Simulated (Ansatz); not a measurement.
Hf:

```xyz
2
Lattice="3.1967 0.0000 0.0000 -1.5983 2.7684 0.0000 0.0000 0.0000 5.0578" Properties=species:S:1:pos:R:3 pbc="T T T"
Hf    1.5984    0.9228    3.7934
Hf    0.0000    1.8456    1.2645
```

```yaml
Program: Ansatz 0.2.0
Task: single point
Functional: PBE
Potentials_or_basis: all-electron LAPW, scalar-relativistic
Cutoff: 213 eV (chosen from the basis error)
Basis_error_allowed: 0.001 eV/atom
k_mesh: 10 × 10 × 5
Occupations: fermi-dirac, width 0.05 eV
Spin: no spin polarisation
```

On this cell: pressure 0.6 GPa; largest force under 0.003 eV/Å; band gap on the k mesh none (metal or under the smearing width).

The same run follows on a disturbed copy (atoms moved at random, drawn with an rms of 0.05 Å):

```xyz
2
Lattice="3.1967 0.0000 0.0000 -1.5983 2.7684 0.0000 0.0000 0.0000 5.0578" Properties=species:S:1:pos:R:3 pbc="T T T"
Hf    1.5908    0.9587    3.8161
Hf   -0.0345    1.8628    1.2476
```

Q: What does the disturbed cell give?

A: The energy (extrapolated to zero smearing) moves by +2.1 meV/atom; pressure 0.7 GPa; largest force 0.166 eV/Å; band gap on the k mesh none (metal or under the smearing width).

Forces on the atoms (eV/Å):
```
Hf  -0.063 -0.043 -0.147
Hf   0.063  0.043  0.147
```

Stress tensor (GPa, compression positive):
```
0.92 0.25 0.05
0.25 0.57 0.04
0.05 0.04 0.54
```
